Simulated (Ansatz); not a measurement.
# Moving the knobs of a GW run on SiO2 (Stishovite)

Aim: change settings of a G0W0 run on SiO2 (Stishovite) and see what moves.

Calculated with Ansatz 0.2.0; G0W0 on PBE, plane waves, PAW; PAW set soft_1.

### 1. The starting structure

It takes space group P4_2/mnm (No. 136, tetragonal). The conventional cell has a = 4.177 Å, b = 4.177 Å, c = 2.665 Å, α = 90.00°, β = 90.00°, γ = 90.00°. Nearest to Si lie 6 O at 1.76 to 1.81 Å. Nearest to O lie 3 Si at 1.76 to 1.81 Å. Farther neighbours and most contacts between anions are not listed.

The cell and positions come from the Crystallography Open Database and are kept as given unless a step says otherwise.

### 2. The base run: 4×4×6 mesh, 105 empty bands, screening to 100 eV, PAW set soft_1 files

G0W0 replaces the xc potential by the self-energy, built once from these orbitals. Only a window of levels is corrected, while the sums run over the empty bands that the input names. This step takes PAW set soft_1 files.

Contents of input.yaml:

```yaml
crystal:
  lattice:
    - [4.1773, 0.0, 0.0]
    - [0.0, 4.1773, 0.0]
    - [0.0, 0.0, 2.6652]
  atoms:
    - { symbol: Si, position: [0.0, 0.0, 0.0] }
    - { symbol: Si, position: [0.5, 0.5, 0.5] }
    - { symbol: O, position: [0.3059, 0.3059, 0.0] }
    - { symbol: O, position: [0.1941, 0.8059, 0.5] }
    - { symbol: O, position: [0.6941, 0.6941, 0.0] }
    - { symbol: O, position: [0.8059, 0.1941, 0.5] }
kpoints:
  mp_grid: { grid: [4, 4, 6] }
hamiltonian:
  xc: pbe
  pseudopotentials: { kind: paw, azcp: { folder: soft_1 } }
scf:
  occupations: { method: fixed }
gw:
  n_empty_bands: 105
  ecut_chi: 100
  qp_bands: [v2, c2]
  qp_kpoints: band_edges
  screening: { model: contour_deformation }
```

On the command line:

```console
ansatz run input.yaml --threads 2 --pin off --max-ram 73728MiB --backend cuda --events-out ev --progress --plain --runs-dir out --devices 1 --max-vram 13GiB
```

Numbers of over 12 decimals in the logs are rounded to 6 here.

The log of the run:

```text
GPUs: using 1 of 1 available (devices: 1).
Engine: ansatz 0.2.0, x86_64-unknown-linux-gnu
Pseudopotentials: kind: paw
Pseudopotential: Si, paw, valence charge 4, recommended cutoff 420 eV (normal), soft_1/Si.paw.azcp
Pseudopotential: O, paw, valence charge 6, recommended cutoff 420 eV (normal), soft_1/O.paw.azcp
Functional definition: PBE
  parameter kappa = 0.804
  parameter beta = 0.066725
  exchange = pbe_x(kappa = kappa, mu = beta*pi^2/3)
  correlation = pbe_c(beta = beta)
device memory: the entry about to start is reckoned to put 0.6 GiB on a device that reports 73.4 GiB free (of which the cap on the GPU budget leaves the run 13.0 GiB)
GPU FFT provider: cuFFT
GPU libraries: cuBLAS 13.8.2, cuFFT 12.4.0, cuSOLVER 12.3.4
Crystal: 6 atoms, lattice volume = 46.507 Å³
Basis set: ecut = 420 eV, 913 PW (Γ)
Bands: 22, of which v1, the nominal top of the filled ones, is band 16 counted from 1 (15 counted from 0)
Symmetry: 16 space group operations
Space group: P42/mnm (ITA 136), of the structure as read, at distance tolerance 3.6e-5 Å
k-points: 24 of 96
Non-local potential: Si, projectors of the file, l = 0: 2, l = 1: 2, l = 2: 1
Non-local potential: O, projectors of the file, l = 0: 2, l = 1: 2, l = 2: 1
PAW form: soft (Blöchl's): semilocal exchange-correlation on the pseudo side does not see the compensation charge
PAW one-centre angular grid: Si, 110 points (default); XC on 64 Gauss nodes
PAW one-centre angular grid: O, 110 points (default); XC on 64 Gauss nodes
Initial density: superposition of atomic densities (chi_scale 0.1, normalization cell, long waves kept (reshape's long-wave potential 0.00 eV rms))
Initial wavefunctions: pseudopotential atomic-orbital guess
GPU buffer pool allocated for 16200 grid points (all kernels)
GPU transforms: local potential and band sums: pruned to the plane-wave sphere, on 27×27×18
Functional: x = pbe(κ = 0.804, μ = 0.219515), c = pbe(β = 0.066725)
SCF iter   1: F=—  HF=-3549.223019 eV  |F-HF|=—  |Δ(HF+E_count)|=         —  Δρ=1.50e-1  dr2=8.34e0  ethr=3.10e-3  ⟨swp⟩=4.2  Hψ=2371  notcnv=0  defer=95
preconditioner: auto → none  [insulator: Δε(μ)=6.760 eV  Ē_g=19.708 eV  n_scr=10 (ndim 8)  ℏωp=30.8 eV  f_vac=0.000  ε∞_Penn≈3.4]
SCF iter   2: F=—  HF=-3547.098058 eV  |F-HF|=—  |Δ(HF+E_count)|=    2.12e0  Δρ=6.51e-2  dr2=7.17e-1  ethr=3.10e-3  ⟨swp⟩=3.5  Hψ=1361  notcnv=0  defer=85
SCF iter   3: F=—  HF=-3546.955035 eV  |F-HF|=—  |Δ(HF+E_count)|=   1.43e-1  Δρ=2.38e-2  dr2=9.28e-2  ethr=2.24e-3  ⟨swp⟩=2.8  Hψ=1075  notcnv=0  defer=94
SCF iter   4: F=—  HF=-3546.986351 eV  |F-HF|=—  |Δ(HF+E_count)|=   3.13e-2  Δρ=1.61e-3  dr2=5.95e-4  ethr=2.90e-4  ⟨swp⟩=2.0  Hψ=546  notcnv=0  defer=96
[...]
E_xc         = -405.765658
  E_vxc        = -470.517031  (∫ρ·V_xc dr)
  E_paw        = -1678.690174  (= ΣΔE_a)
  E_vpaw       = -182.668987  (= ΣTr[D̂ρ^β])
  E_aug_tail   = 0.003176  (compensation charges beyond the density's cutoff)
  E_ewald      = -1740.190554
  E_smearing   = -0.000000  (= −TS)
  E_closure    = -0.000000  (closes the sum)
  Σ components = -3546.986789   (vs F -3546.986789, Δ=0.00e0)
--- Band table (eV; the first three rows and the last of 24) ---
  k-point 0: bands = [... 12 lower, 8.0623, 9.6842, 9.6842, 10.5688, 16.2122, 17.3228, 19.1131, 19.1131, ... 2 higher]
  k-point 1: bands = [... 12 lower, 6.9345, 9.4086, 9.4086, 10.2269, 17.3567, 19.1127, 20.5867, 20.5867, ... 2 higher]
  k-point 2: bands = [... 12 lower, 5.8556, 8.5893, 8.5893, 9.1392, 18.5857, 20.9556, 21.4025, 22.9259, ... 2 higher]
  k-point 23: bands = [... 12 lower, 8.8069, 8.8069, 9.0087, 9.0087, 17.7922, 17.7922, 21.6238, 21.6238, ... 2 higher]
--- G₀W₀: contour deformation, 5 samples at zero and on the imaginary axis and 2 off it, 96 q-points, 105 empty bands' worth ---
  eigenvalues of the whole cell's RPA ε∞ on this k-mesh (on a slab, of 1 + 4πα/V) = 3.2620, 3.2620, 3.4269; static W/v taken at q = 0 is 0.301278
  bands read: the sum over 121 bands ends inside a degenerate multiplet in 15 slots, whose members it reads at an even weight; the widest, k=0: bands 121 to 122 (counted from 1) at 1/2 each
  gw.qp_kpoints: band_edges: 5 of 24 stored k-points solved, in 1 pass; an edge of the gap read off the rows below is read off those points alone
    valence top: of the k-points left out ik 5 came nearest to being solved in a further pass, in band 16 (counted from 1, as in the quasiparticle table): it holds the edge there only if its correction is more favourable than any solved in that band by at least 0.597 eV; those differ by 0.367 eV
    conduction bottom: of the k-points left out ik 12 came nearest to being solved in a further pass, in band 17 (counted from 1, as in the quasiparticle table): it holds the edge there only if its correction is more favourable than any solved in that band by at least 1.178 eV; those differ by 0.217 eV
    ik  band        ε_KS         Σx   Σc(E_QP)       V_xc       Z   E_QP_lin       E_QP  E_QP is
     0    15      9.6842   -27.7919     4.7084   -22.0665  0.8177     8.6612     8.6671  root
     0    16     10.5688   -28.2711     4.9705   -22.2771  0.8154     9.5392     9.5453  root
     0    17     16.2122   -13.8563    -4.3026   -19.8468  0.8492    17.9122    17.9001  root
     0    18     17.3228    -7.7707    -4.4382   -13.6044  0.8627    18.7266    18.7183  root
     1    15      9.4086   -27.5900     4.7529   -21.7646  0.8168     8.3293     8.3361  root
     1    16     10.2269   -27.9564     4.9977   -21.8640  0.8148     9.1250     9.1322  root
     1    17     17.3567   -14.1979    -4.3605   -20.4636  0.8435    19.2785    19.2619  root
     1    18     19.1127    -9.3465    -4.6275   -15.7088  0.8505    20.8625    20.8475  root
[...]
23    15      9.0087   -27.4414     5.1419   -21.0296  0.8109     7.7281     7.7388  root
    23    16      9.0087   -27.4414     5.1419   -21.0296  0.8109     7.7281     7.7388  root
    23    17     17.7922   -11.8238    -4.4493   -18.1036  0.8505    19.6380    19.6228  root
    23    18     17.7922   -11.8238    -4.4493   -18.1036  0.8505    19.6380    19.6228  root
[key lines of the parts left out:]
SCF converged after 7 iterations
Free energy (F): -3546.986789 eV
Fermi energy:    10.568797 eV
```

Run time: 13 s. Hardware: 1 × NVIDIA H100 80GB HBM3 (shared by 6 runs) with 2 threads of AMD EPYC 7R13 (Zen 3), shared host; peak memory 1.1 GiB; 5.6 s of CPU time.

The column dr2 measures how far the density is from self-consistency, as an energy; F and HF (Harris–Foulkes) agree once it is small.

This step gave:

| Property | Result |
| --- | --- |
| bands summed | 121 |
| RPA ε∞ on this mesh (eigenvalues) | 3.262, 3.262, 3.427 |
| plane waves in the screening matrix | 105 |
| q-points in the mesh | 96 |
| G0W0 gap on the mesh | 8.355 eV |
| k of the valence top | 0, 0, 0 |
| k of the conduction bottom | 0, 0, 0 |
| starting gap on the mesh | 5.643 eV |
| Z at the valence top | 0.8154 |
| Z at the conduction bottom | 0.8492 |
| least direct G0W0 gap on the computed points | 8.355 eV |

The gap on the mesh goes from 5.64 eV to 8.35 eV, a correction of +2.71 eV. Between the two edge states, bare exchange in place of the xc potential would open the gap by 11.98 eV, and correlation takes back 9.27 eV.

### 3. Variant: potentials

Other atomic data (norm-conserving) test the pseudisation: the cutoff goes from 420 to 1240 eV, with the same valence electrons.

This step: G0W0 on PBE, plane waves, norm-conserving pseudopotentials.

input.yaml: that of step 2 with these lines changed.

```diff
@@ -16,3 +16,3 @@
   xc: pbe
-  pseudopotentials: { kind: paw, azcp: { folder: soft_1 } }
+  pseudopotentials: { kind: nc }
 scf:
```

The log of the run:

```text
GPUs: using 1 of 1 available (devices: 1).
[...]
GPU FFT provider: cuFFT
GPU libraries: cuBLAS 13.8.2, cuFFT 12.4.0, cuSOLVER 12.3.4
Crystal: 6 atoms, lattice volume = 46.507 Å³
Basis set: ecut = 1240 eV, 4587 PW (Γ)
Bands: 22, of which v1, the nominal top of the filled ones, is band 16 counted from 1 (15 counted from 0)
[... 1 set-up line as in the run before ...]
[...]
k-points: 24 of 96
[...]
GPU buffer pool allocated for 73728 grid points (all kernels)
[...]
SCF iter   1: F=—  HF=-2095.295838 eV  |F-HF|=—  |Δ(HF+E_count)|=         —  Δρ=1.56e-1  dr2=8.52e0  ethr=3.10e-3  ⟨swp⟩=4.8  Hψ=2531  notcnv=0  defer=96
[...]
SCF iter   7: F=-2092.826511 eV  HF=-2092.826511 eV  |F-HF|=3.45e-9  |Δ(HF+E_count)|=   1.33e-7  Δρ=4.20e-6  dr2=3.58e-9  ethr=3.13e-10  ⟨swp⟩=10.2  Hψ=2320  notcnv=0
SCF 1 converged in 7 iterations: F = -2092.826511 eV  dr2 = 3.58e-9
[...]
0    15      9.7139   -27.8140     4.7069   -22.0720  0.8176     8.6728     8.6789  root
     0    16     10.5996   -28.2810     4.9653   -22.2739  0.8154     9.5515     9.5579  root
     0    17     16.2624   -13.8428    -4.3067   -19.8528  0.8493    17.9780    17.9657  root
     0    18     17.3290    -7.7327    -4.4434   -13.5816  0.8628    18.7429    18.7345  root
     1    15      9.4367   -27.6089     4.7515   -21.7667  0.8167     8.3391     8.3460  root
     1    16     10.2582   -27.9671     4.9928   -21.8618  0.8148     9.1382     9.1457  root
     1    17     17.3960   -14.1759    -4.3662   -20.4586  0.8436    19.3293    19.3124  root
     1    18     19.1213    -9.3229    -4.6326   -15.6988  0.8506    20.8798    20.8646  root
[...]
23    15      9.0421   -27.4541     5.1378   -21.0290  0.8109     7.7439     7.7549  root
    23    16      9.0421   -27.4541     5.1378   -21.0290  0.8109     7.7439     7.7549  root
    23    17     17.8177   -11.8095    -4.4515   -18.1007  0.8507    19.6728    19.6574  root
    23    18     17.8177   -11.8095    -4.4515   -18.1007  0.8507    19.6728    19.6574  root
[key lines of the parts left out:]
SCF converged after 7 iterations
Free energy (F): -2092.826511 eV
Fermi energy:    10.599586 eV
```

Wall time 23 s (1 × NVIDIA H100 80GB HBM3 (shared by 6 runs) with 2 threads); peak memory 1.3 GiB.

The G0W0 gap on the mesh is 8.408 eV.

Against the base:

```csv
setting,base,variant
files,PAW set soft_1,norm-conserving
```

```csv
quantity,variant,base
starting gap on the mesh,5.663,5.643
G0W0 gap on the mesh,8.408,8.355
least direct G0W0 gap on the computed points,8.408,8.355
Z at the valence top,0.815,0.815
Z at the conduction bottom,0.849,0.849
```

### 4. Variant: potentials

This step: G0W0 on PBE, plane waves, PAW.

input.yaml: that of step 3 with these lines changed.

```diff
@@ -16,3 +16,3 @@
   xc: pbe
-  pseudopotentials: { kind: nc }
+  pseudopotentials: { kind: paw, source: ansatz }
 scf:
```

The log of the run:

```text
GPUs: using 1 of 1 available (devices: 1).
[...]
GPU FFT provider: cuFFT
GPU libraries: cuBLAS 13.8.2, cuFFT 12.4.0, cuSOLVER 12.3.4
Crystal: 6 atoms, lattice volume = 46.507 Å³
Basis set: ecut = 930 eV, 3025 PW (Γ)
Bands: 22, of which v1, the nominal top of the filled ones, is band 16 counted from 1 (15 counted from 0)
[... 1 set-up line as in the run before ...]
[...]
k-points: 24 of 96
[...]
GPU buffer pool allocated for 69120 grid points (all kernels)
[...]
SCF iter   1: F=—  HF=-3549.178155 eV  |F-HF|=—  |Δ(HF+E_count)|=         —  Δρ=1.52e-1  dr2=8.46e0  ethr=3.10e-3  ⟨swp⟩=5.0  Hψ=2620  notcnv=0  defer=95
[...]
SCF iter   7: F=-3546.791866 eV  HF=-3546.791866 eV  |F-HF|=7.44e-10  |Δ(HF+E_count)|=   5.45e-8  Δρ=7.83e-6  dr2=1.79e-8  ethr=3.13e-10  ⟨swp⟩=12.7  Hψ=2763  notcnv=0
SCF 1 converged in 7 iterations: F = -3546.791866 eV  dr2 = 1.79e-8
[...]
0    15      9.7153   -27.7921     4.6992   -22.0640  0.8175     8.6803     8.6864  root
     0    16     10.5964   -28.2667     4.9616   -22.2700  0.8152     9.5550     9.5613  root
     0    17     16.2229   -13.8424    -4.3078   -19.8421  0.8490    17.9270    17.9148  root
     0    18     17.3317    -7.5832    -4.4673   -13.5264  0.8623    18.8169    18.8075  root
     1    15      9.4390   -27.5779     4.7429   -21.7564  0.8166     8.3535     8.3603  root
     1    16     10.2545   -27.9545     4.9896   -21.8580  0.8147     9.1402     9.1476  root
     1    17     17.3647   -14.1682    -4.3690   -20.4462  0.8433    19.2905    19.2737  root
     1    18     19.1258    -9.1954    -4.6586   -15.6549  0.8500    20.9430    20.9267  root
[...]
23    15      9.0381   -27.4371     5.1349   -21.0230  0.8107     7.7482     7.7590  root
    23    16      9.0381   -27.4371     5.1349   -21.0230  0.8107     7.7482     7.7590  root
    23    17     17.7897   -11.7871    -4.4599   -18.0815  0.8503    19.6394    19.6241  root
    23    18     17.7897   -11.7871    -4.4599   -18.0815  0.8503    19.6394    19.6241  root
[key lines of the parts left out:]
SCF converged after 7 iterations
Free energy (F): -3546.791866 eV
Fermi energy:    10.596369 eV
```

It took 20 s on 1 × NVIDIA H100 80GB HBM3 (shared by 6 runs) with 2 threads; peak memory 1.2 GiB.

The G0W0 gap on the mesh is 8.354 eV.

Against the base:

```csv
setting,base,variant
files,PAW set soft_1,hard PAW
```

```csv
quantity,variant,base
starting gap on the mesh,5.627,5.643
G0W0 gap on the mesh,8.354,8.355
least direct G0W0 gap on the computed points,8.354,8.355
Z at the valence top,0.815,0.815
Z at the conduction bottom,0.849,0.849
```

### 5. Variant: frequency model

A plasmon pole stands in for the full frequency dependence of the screening; this run shows what that costs in accuracy.

This step: G0W0 on PBE, plane waves, PAW; PAW set soft_1.

input.yaml: that of step 4 with these lines changed.

```diff
@@ -16,3 +16,3 @@
   xc: pbe
-  pseudopotentials: { kind: paw, source: ansatz }
+  pseudopotentials: { kind: paw, azcp: { folder: soft_1 } }
 scf:
@@ -24,2 +24,2 @@
   qp_kpoints: band_edges
-  screening: { model: contour_deformation }
+  screening: { model: godby_needs }
```

The log of the run:

```text
GPUs: using 1 of 1 available (devices: 1).
[...]
GPU FFT provider: cuFFT
GPU libraries: cuBLAS 13.8.2, cuFFT 12.4.0, cuSOLVER 12.3.4
Crystal: 6 atoms, lattice volume = 46.507 Å³
Basis set: ecut = 420 eV, 913 PW (Γ)
Bands: 22, of which v1, the nominal top of the filled ones, is band 16 counted from 1 (15 counted from 0)
[... 1 set-up line as in the run before ...]
[...]
k-points: 24 of 96
[...]
GPU buffer pool allocated for 16200 grid points (all kernels)
[...]
SCF iter   1: F=—  HF=-3549.223019 eV  |F-HF|=—  |Δ(HF+E_count)|=         —  Δρ=1.50e-1  dr2=8.34e0  ethr=3.10e-3  ⟨swp⟩=4.2  Hψ=2371  notcnv=0  defer=95
[...]
SCF iter   7: F=-3546.986789 eV  HF=-3546.986789 eV  |F-HF|=1.00e-9  |Δ(HF+E_count)|=   5.33e-8  Δρ=3.31e-6  dr2=4.11e-9  ethr=3.13e-10  ⟨swp⟩=9.7  Hψ=2252  notcnv=0
SCF 1 converged in 7 iterations: F = -3546.986789 eV  dr2 = 4.11e-9
[...]
0    15      9.6842   -27.7919     4.7291   -22.0665  0.8240     8.6840     8.6878  root
     0    16     10.5688   -28.2711     4.9933   -22.2771  0.8216     9.5629     9.5681  root
     0    17     16.2122   -13.8563    -4.2930   -19.8468  0.8529    17.9188    17.9096  root
     0    18     17.3228    -7.7707    -4.4247   -13.6044  0.8666    18.7383    18.7318  root
     1    15      9.4086   -27.5900     4.7719   -21.7646  0.8235     8.3503     8.3551  root
     1    16     10.2269   -27.9564     5.0163   -21.8640  0.8214     9.1464     9.1508  root
     1    17     17.3567   -14.1979    -4.3431   -20.4636  0.8478    19.2912    19.2793  root
     1    18     19.1127    -9.3465    -4.6018   -15.7088  0.8538    20.8792    20.8732  root
[...]
23    15      9.0087   -27.4414     5.1479   -21.0296  0.8184     7.7432     7.7447  root
    23    16      9.0087   -27.4414     5.1479   -21.0296  0.8184     7.7432     7.7447  root
    23    17     17.7922   -11.8238    -4.4336   -18.1036  0.8549    19.6512    19.6385  root
    23    18     17.7922   -11.8238    -4.4336   -18.1036  0.8549    19.6512    19.6385  root
[key lines of the parts left out:]
SCF converged after 7 iterations
Free energy (F): -3546.986789 eV
Fermi energy:    10.568797 eV
```

Elapsed: 11 s, on 1 × NVIDIA H100 80GB HBM3 (shared by 6 runs) with 2 threads; peak memory 1.1 GiB; 11 s of CPU time.

The G0W0 gap on the mesh is 8.342 eV.

Against the base:

```csv
setting,base,variant
frequency model,contour deformation,plasmon pole
```

```csv
quantity,variant,base
starting gap on the mesh,5.643,5.643
G0W0 gap on the mesh,8.342,8.355
least direct G0W0 gap on the computed points,8.342,8.355
Z at the valence top,0.822,0.815
Z at the conduction bottom,0.853,0.849
```

### 6. What came out

| Property | Result |
| --- | --- |
| base | 8.35 eV, 13 s |
| potentials | 8.41 eV, 23 s |
| potentials | 8.35 eV, 20 s |
| frequency model | 8.34 eV, 11 s |

In words: Potentials: the gap moves by +0.05 eV (the plane-wave cutoff goes from 420 to 1240 eV). Potentials: the gap moves by −0.001 eV (the plane-wave cutoff goes from 420 to 930 eV). Frequency model: the gap moves by −0.01 eV. All runs here use a coarse mesh and modest cutoffs; they test settings and are not final values. The 4×4×6 mesh is coarse for this cell (its supercell is 16 Å along the shortest edge). The RPA ε∞ on it, from the PBE start, is 3.26 and 3.43; such meshes misread the long-range screening, most where the gap is narrow.

[Paths, hosts, dates, memory and timing lines, banners, echoed tables and standing remarks are left out of the program output.]

[Logs are printed without paths, hosts, clocks, repeated set-up lines and the standing remarks that a program may print on its own settings, such as how far it seeks lower states.]

[Runs of the session that timed out or met a known fault of the program may be left out.]

[Cells called generated may have been cut or substituted from an entry of the Crystallography Open Database or the Materials Project.]

[Hosts, paths, dates, database ids (printed as entryN), source tags and the programs' standing remarks are cut or masked in the printed files.]
